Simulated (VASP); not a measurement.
# CdTe (F-43m) in VASP: further runs, part 2 of 2

VASP 6.6.1. The steps go on from the part before.

**5. Single point, PBEsol**

This run uses another cell than the first one, of 34.16 Å³/atom, 1.038 times its volume.

INCAR

```
PREC     = Accurate       # precision mode
ENCUT    = 520            # plane-wave cutoff, eV
EDIFF    = 1E-7           # SCF threshold, eV
ISMEAR   = -1             # smearing method
SIGMA    = 0.02           # smearing width, eV
LREAL    = F              # projectors in reciprocal space
LASPH    = T              # aspherical terms in the spheres
NELM     = 100            # most SCF steps
ALGO     = Normal         # electronic algorithm
ISIF     = 2              # what is computed and relaxed
LWAVE    = F              # write WAVECAR
LCHARG   = T              # write CHGCAR
GGA      = PS             # functional
LELF     = T              # ELF
LVHAR    = T            
NBANDS   = 16             # bands
```

KPOINTS

```
regular mesh
0
Gamma
  8 8 8
```

POSCAR

```
CdTe
1.0
    0.0000000000      3.2448073633      3.2448073633
    3.2448073633      0.0000000000      3.2448073633
    3.2448073633      3.2448073633      0.0000000000
Cd Te
1 1
Direct
    0.0000000000      0.0000000000      0.0000000000
    0.2500000000      0.2500000000      0.2500000000
```

Potentials or basis: VASP PAW PBE potentials, release 64 (Cd, Te).

The run is started by

```sh
> cat potpaw_PBE.64/Cd/POTCAR potpaw_PBE.64/Te/POTCAR > POTCAR
> mpirun -np 1 vasp_std > vasp.out
```

OUTCAR:

```text
PREC = Accurate
   ENCUT = 520
   EDIFF = 1E-7
   ISMEAR = -1
   LREAL = F
   LASPH = T
   NELM = 100
   ISIF = 2
   GGA = PS

 ion  position               nearest neighbor table
   1  0.000  0.000  0.000-   2 2.81   2 2.81   2 2.81   2 2.81
   2  0.250  0.250  0.250-   1 2.81   1 2.81   1 2.81   1 2.81

  LATTYP: Found a face centered cubic cell.
 ALAT       =     6.4896147266

  Lattice vectors:

 A1 = (   0.0000000000,   3.2448073633,   3.2448073633)
 A2 = (   3.2448073633,   0.0000000000,   3.2448073633)
 A3 = (   3.2448073633,   3.2448073633,   0.0000000000)

Analysis of symmetry for initial positions (statically):
=====================================================================
 Subroutine PRICEL returns:
 Original cell was already a primitive cell.

 Routine SETGRP: Setting up the symmetry group for a
 face centered cubic supercell.

 Subroutine GETGRP returns: Found 24 space group operations
 (whereof 24 operations were pure point group operations)
 out of a pool of 48 trial point group operations.

The static configuration has the point symmetry T_d .

Analysis of symmetry for dynamics (positions and initial velocities):
=====================================================================
 Subroutine PRICEL returns:
 Original cell was already a primitive cell.

 Routine SETGRP: Setting up the symmetry group for a
 face centered cubic supercell.

 Subroutine GETGRP returns: Found 24 space group operations
 (whereof 24 operations were pure point group operations)
 out of a pool of 48 trial point group operations.

The dynamic configuration has the point symmetry T_d .

 Subroutine INISYM returns: Found 24 space group operations
 (whereof 24 operations are pure point group operations),
 and found     1 'primitive' translations

----------------------------------------------------------------------------------------

                                     Primitive cell

  volume of cell :      68.3277

  direct lattice vectors                    reciprocal lattice vectors
     0.000000000  3.244807363  3.244807363    -0.154092352  0.154092352  0.154092352
     3.244807363  0.000000000  3.244807363     0.154092352 -0.154092352  0.154092352
     3.244807363  3.244807363  0.000000000     0.154092352  0.154092352 -0.154092352

  length of vectors
     4.588850580  4.588850580  4.588850580     0.266895784  0.266895784  0.266895784

  position of ions in fractional coordinates (direct lattice)
     0.000000000  0.000000000  0.000000000
     0.250000000  0.250000000  0.250000000

  ion indices of the primitive-cell ions
   primitive index   ion index
                 1           1
                 2           2

----------------------------------------------------------------------------------------

 KPOINTS: regular mesh

Automatic generation of k-mesh.
 Grid dimensions read from file:
 generate k-points for:    8    8    8

 Generating k-lattice:

  Cartesian coordinates                     Fractional coordinates (reciprocal lattice)
    -0.019261544  0.019261544  0.019261544     0.125000000  0.000000000  0.000000000
     0.019261544 -0.019261544  0.019261544     0.000000000  0.125000000  0.000000000
     0.019261544  0.019261544 -0.019261544     0.000000000  0.000000000  0.125000000

  Length of vectors
     0.033361973  0.033361973  0.033361973

  Shift w.r.t. Gamma in fractional coordinates (k-lattice)
     0.000000000  0.000000000  0.000000000

 Subroutine IBZKPT returns following result:
 ===========================================

 Found     29 irreducible k-points:

 Following reciprocal coordinates:
            Coordinates               Weight
  0.000000  0.000000  0.000000      1.000000
  0.125000  0.000000  0.000000      8.000000
  0.250000  0.000000  0.000000      8.000000
  0.375000  0.000000  0.000000      8.000000
  0.500000  0.000000  0.000000      4.000000
  0.125000  0.125000  0.000000      6.000000
[... 16 lines left out ...]
  0.500000  0.250000  0.125000     48.000000
 -0.375000  0.250000  0.125000     24.000000
 [... further k-points ...]
   k-points           NKPTS =     29   k-points in BZ     NKDIM =     29   number of bands    NBANDS=     16
   number of dos      NEDOS =    301   number of ions     NIONS =      2
   total plane-waves  NPLWV =  46656
   dimension x,y,z NGX =    36 NGY =   36 NGZ =   36
   dimension x,y,z NGXF=    72 NGYF=   72 NGZF=   72
   ions per type =               1   1
   NGX,Y,Z   is equivalent  to a cutoff of  13.04, 13.04, 13.04 a.u.
   NGXF,Y,Z  is equivalent  to a cutoff of  26.08, 26.08, 26.08 a.u.
 SYSTEM =  unknown system
   PREC   = accura    normal or accurate (medium, high low for compatibility)
   ISTART =      0    job   : 0-new  1-cont  2-samecut
   ICHARG =      2    charge: 1-file 2-atom 10-const
   ISPIN  =      1    spin polarized calculation?
   LNONCOLLINEAR =      F non collinear calculations
   LSORBIT =      F    spin-orbit coupling
   LASPH  =      T    aspherical Exc in radial PAW
   ENCUT  =  520.0 eV  38.22 Ry    6.18 a.u.   8.53  8.53  8.53*2*pi/ulx,y,z
   NELM   =    100;   NELMIN=  2; NELMDL= -5     # of ELM steps
   EDIFF  = 0.1E-06   stopping-criterion for ELM
   LREAL  =      F    real-space projection
   EDIFFG = 0.1E-05   stopping-criterion for IOM
   NSW    =      0    number of steps for IOM
   IBRION =     -1    ionic relax: 0-MD 1-quasi-New 2-CG
   NFREE  =      0    steps in history (QN), initial steepest desc. (CG)
   ISIF   =      2    stress and relaxation
   ISYM   =      2    0-nonsym 1-usesym 2-fastsym
   POTIM  = 0.5000    time-step for ionic-motion
   TEBEG  =    0.0;   TEEND  =   0.0 temperature during run
   PSTRESS=    0.0 pullay stress
   NELECT =      18.0000    total number of electrons
   NUPDOWN=      -1.0000    fix difference up-down
   EMIN   =  10.00;   EMAX   =-10.00  energy-range for DOS
   EFERMI =   0.00;   METHOD = LEGACY
   ISMEAR =    -1;   SIGMA  =   0.02  broadening in eV -4-tet -1-fermi 0-gaus
   EFERMI_NEDOS =   21; number of points for ismear=-14 and -15
   IALGO  =     38    algorithm
   IMIX   =      4    mixing-type and parameters
     AMIX     =   0.40;   BMIX     =  1.00
     AMIX_MAG =   1.60;   BMIX_MAG =  1.00
  volume/ion in A,a.u.               =      34.16       230.55
  Fermi-wavevector in a.u.,A,eV,Ry     =   1.049462  1.983196 14.985057  1.101371
  Thomas-Fermi vector in A             =   2.184426
   LORBIT       =      0    0 simple, 1 ext, 2 COOP (PROOUT), +10 PAW based schemes
   GGA     = PS    functional components
   LHFCALC =     F    Hartree Fock is set to
   AEXX    =    0.0000 exact exchange contribution
   IVDW    =     0    specifies the selected vdW correction
   LEPSILON=     F    determine dielectric tensor
   LRPA    =     F    only Hartree local field effects (RPA)
 non-spin polarized calculation
  energy-cutoff  :      520.00
  volume of cell :       68.33
 maximum number of plane-waves:      1862
 NGX is ok and might be reduce to    36
   NGX = 17   NGY = 17   NGZ = 17

 number of electron      17.9999997 magnetization

 Free energy of the ion-electron system (eV)
  ---------------------------------------------------
  ext. energy  EPLUGINS =         0.00000000
  ---------------------------------------------------
  free energy    TOTEN  =        -5.48946465 eV

  energy without entropy =       -5.48946465  energy(sigma->0) =       -5.48946465

 E-fermi :   2.5121     XC(G=0):  -8.7636

 val. band max:        2.1750810438   @ k =   0.0000   0.0000   0.0000
 cond. band min:       2.8253987520   @ k =   0.0000   0.0000   0.0000
 fundamental gap:      0.6503177082
 Fermi energy:         2.5121277601

 k-point     1 :       0.0000    0.0000    0.0000
  band No.  band energies     occupation
      1      -9.0144      2.00000
      2      -6.0669      2.00000
      3      -6.0669      2.00000
      4      -6.0669      2.00000
      5      -5.8048      2.00000
      6      -5.8048      2.00000
[... 8 lines left out ...]
     15      11.5129      0.00000
     16      11.5129      0.00000
[... 419 lines left out ...]
 k-point    24 :      -0.3750    0.2500    0.1250
  band No.  band energies     occupation
      1      -8.5508      2.00000
      2      -5.9783      2.00000
      3      -5.9657      2.00000
      4      -5.8209      2.00000
      5      -5.7994      2.00000
      6      -5.3684      2.00000
[... 8 lines left out ...]
     15      12.1761      0.00000
     16      12.7080      0.00000

 [... further k-points ...]

------------------------ aborting loop because EDIFF is reached ----------------------------------------

  FORCE on cell =-STRESS in cart. coord.  units (eV):
  Direction    XX          YY          ZZ          XY          YZ          ZX
  --------------------------------------------------------------------------------------
  -------------------------------------------------------------------------------------
  Total        0.0656623      0.0656623      0.0656623      0.0000000     -0.0000000      0.0000000
  in kB        1.5396782      1.5396782      1.5396782      0.0000000     -0.0000000      0.0000000
  external PRESSURE =       1.5396782 kB  Pullay stress =       0.0000000 kB

 VOLUME and BASIS-vectors are now :
 -----------------------------------------------------------------------------
  energy-cutoff  :      520.00
  volume of cell :       68.33
      direct lattice vectors                 reciprocal lattice vectors
     0.000000000  3.244807363  3.244807363    -0.154092352  0.154092352  0.154092352
     3.244807363  0.000000000  3.244807363     0.154092352 -0.154092352  0.154092352
     3.244807363  3.244807363  0.000000000     0.154092352  0.154092352 -0.154092352

 POSITION                                       TOTAL-FORCE (eV/Angst)
 -----------------------------------------------------------------------------------
      0.00000      0.00000      0.00000         0.000000      0.000000      0.000000
      1.62240      1.62240      1.62240        -0.000000     -0.000000     -0.000000
 -----------------------------------------------------------------------------------
    total drift:                               -0.000000     -0.000000     -0.000000

  FREE ENERGIE OF THE ION-ELECTRON SYSTEM (eV)
  ---------------------------------------------------
  free  energy   TOTEN  =        -5.4894646546 eV

  energy  without entropy=       -5.4894646542  energy(sigma->0) =       -5.48946465
```

Run time: 28 s. Hardware: 1 thread of Intel Xeon Platinum 8488C (Sapphire Rapids), shared host; peak memory 0.22 GiB.

What came out:

```
Free energy            : -5.4895 eV
Pressure               : 0.2 GPa
Band gap on the k mesh : 0.65 eV, direct
```

Levels at points of the mesh, in eV from the valence-band top:
```
           k point  band 7  band 8  band 9  band 10  band 11  band 12
(0.00, 0.00, 0.00)    0.00    0.00    0.00     0.65     4.55     4.55
(0.50, 0.00, 0.00)   -4.45   -0.78   -0.78     1.73     5.13     5.13
(0.50, 0.50, 0.00)   -4.33   -1.87   -1.87     2.50     2.60     8.70
```

Caveat: the PAW data sets were made with another functional, which shifts forces and pressure a little; spin-orbit coupling is left out, which moves the levels of the heavy elements.

**6. Single point, PBE**

This run uses another cell than the first one, of 36.23 Å³/atom, 1.100 times its volume.

INCAR

```
PREC = Accurate
ENCUT = 520
EDIFF = 1E-6
ISMEAR = -1
SIGMA = 0.02
LREAL = False
LASPH = True
NELM = 60
ALGO = Normal
ISIF = 2
LWAVE = False
LCHARG = False
GGA = PE
NBANDS = 16
```

KPOINTS is that of step 5.

POSCAR

```
CdTe
1.0
    0.0000000000      3.3088764002      3.3088764002
    3.3088764002      0.0000000000      3.3088764002
    3.3088764002      3.3088764002      0.0000000000
Cd Te
1 1
Direct
    0.0000000000      0.0000000000      0.0000000000
    0.2500000000      0.2500000000      0.2500000000
```

Potentials or basis: VASP PAW PBE potentials, release 64 (Cd, Te).

The run is started by

```sh
> cat potpaw_PBE.64/Cd/POTCAR potpaw_PBE.64/Te/POTCAR > POTCAR
> mpirun -np 1 vasp_std > vasp.out
```

OUTCAR:

```text
PREC = Accurate
   ENCUT = 520
   EDIFF = 1E-6
   ISMEAR = -1
   LREAL = False
   LASPH = True
   NELM = 60
   ISIF = 2
   GGA = PE

 ion  position               nearest neighbor table
   1  0.000  0.000  0.000-   2 2.87   2 2.87   2 2.87   2 2.87
   2  0.250  0.250  0.250-   1 2.87   1 2.87   1 2.87   1 2.87

  LATTYP: Found a face centered cubic cell.
 ALAT       =     6.6177528004

  Lattice vectors:

 A1 = (   0.0000000000,   3.3088764002,   3.3088764002)
 A2 = (   3.3088764002,   0.0000000000,   3.3088764002)
 A3 = (   3.3088764002,   3.3088764002,   0.0000000000)
[... 623 lines left out ...]
      4      -6.0861      2.00000
      5      -6.0691      2.00000
      6      -5.6895      2.00000
[... 8 lines left out ...]
     15      11.8086      0.00000
     16      12.2412      0.00000

 [... further k-points ...]
[... 5 lines left out ...]
  --------------------------------------------------------------------------------------
  -------------------------------------------------------------------------------------
  Total        0.0554876      0.0554876      0.0554876      0.0000000      0.0000000      0.0000000
  in kB        1.2269724      1.2269724      1.2269724      0.0000000      0.0000000      0.0000000
  external PRESSURE =       1.2269724 kB  Pullay stress =       0.0000000 kB

 VOLUME and BASIS-vectors are now :
 -----------------------------------------------------------------------------
  energy-cutoff  :      520.00
  volume of cell :       72.46
      direct lattice vectors                 reciprocal lattice vectors
     0.000000000  3.308876400  3.308876400    -0.151108697  0.151108697  0.151108697
     3.308876400  0.000000000  3.308876400     0.151108697 -0.151108697  0.151108697
     3.308876400  3.308876400  0.000000000     0.151108697  0.151108697 -0.151108697

 POSITION                                       TOTAL-FORCE (eV/Angst)
 -----------------------------------------------------------------------------------
      0.00000      0.00000      0.00000         0.000000     -0.000000     -0.000000
      1.65444      1.65444      1.65444        -0.000000      0.000000      0.000000
 -----------------------------------------------------------------------------------
    total drift:                               -0.000000     -0.000000     -0.000001

  FREE ENERGIE OF THE ION-ELECTRON SYSTEM (eV)
  ---------------------------------------------------
  free  energy   TOTEN  =        -4.8120364699 eV

  energy  without entropy=       -4.8120364679  energy(sigma->0) =       -4.81203647
```

stdout:

```text
POSCAR found type information on POSCAR CdTe
 POSCAR found :  2 types and       2 ions
 scaLAPACK will be used
 LDA part: xc-table for (Slater+PW92), standard interpolation
 POSCAR, INCAR and KPOINTS ok, starting setup
 FFT: planning ... GRIDC
 FFT: planning ... GRID_SOFT
 FFT: planning ... GRID
 WAVECAR not read
 entering main loop
```

It took 23 s on 1 thread of Intel Xeon Platinum 8488C (Sapphire Rapids), shared host; peak memory 0.22 GiB.

What came out:

```
Free energy            : -4.8120 eV
Pressure               : 0.1 GPa
Band gap on the k mesh : 0.58 eV, direct
```

Caveat: spin-orbit coupling is left out, which moves the levels of the heavy elements.

**7. Overview**

```tsv
task	level	potentials or basis	cell	cutoff (eV)	gap on the mesh (eV)	pressure (GPa)	relaxed volume (Å³/atom)
relaxation of cell and atoms	PBEsol	VASP PAW PBE potentials, release 64 (Cd, Te)	relaxed from a = 4.533 Å, angles 60.0°, 2 atoms	600	0.64	0.0	34.26
relaxation of cell and atoms	LDA	VASP PAW LDA potentials, release 64 (Cd, Te)	relaxed from a = 4.533 Å, angles 60.0°, 2 atoms	600	0.63	0.0	33.12
single point	LDA	VASP PAW LDA potentials, release 64 (Cd, Te)	a = 4.533 Å, angles 60.0°, 2 atoms	520	0.65	0.2	-
single point	PBEsol	VASP PAW PBE potentials, release 64 (Cd, Te)	a = 4.589 Å, angles 60.0°, 2 atoms	520	0.65	0.2	-
single point	PBE	VASP PAW PBE potentials, release 64 (Cd, Te)	a = 4.679 Å, angles 60.0°, 2 atoms	520	0.58	0.1	-
```

Alike in all rows: no spin polarisation; k mesh 8 × 8 × 8; smearing fermi-dirac 0.02 eV.

Caveats: spin-orbit coupling is left out, which moves the levels of the heavy elements; the PAW data sets were made with another functional, which shifts forces and pressure a little (some runs).

Total energies depend on the potentials used, so only differences within one code and one set of settings carry meaning.

**8. How close it comes**

Step 4. Measured gap of CdTe: 1.607 eV (0 K; a printed reference work, data compilation). This calculation gives 0.65 eV (-0.95 eV). Spin-orbit coupling on Cd, Te is left out. The value is that of LDA, without temperature or zero-point motion. Semilocal functionals fall short of measured gaps as a rule.

Step 5. Measured gap of CdTe: 1.607 eV (0 K; a printed reference work, data compilation). This calculation gives 0.65 eV (-0.96 eV). Spin-orbit coupling on Cd, Te is left out. The value is that of PBEsol, without temperature or zero-point motion. Semilocal functionals fall short of measured gaps as a rule.

Step 6. Measured gap of CdTe: 1.607 eV (0 K; a printed reference work, data compilation). This calculation gives 0.58 eV (-1.02 eV). So large a miss can be the level of theory's own, or it may mean another phase, state or a wrong row. Spin-orbit coupling on Cd, Te is left out. The value is that of PBE, without temperature or zero-point motion. Semilocal functionals fall short of measured gaps as a rule.
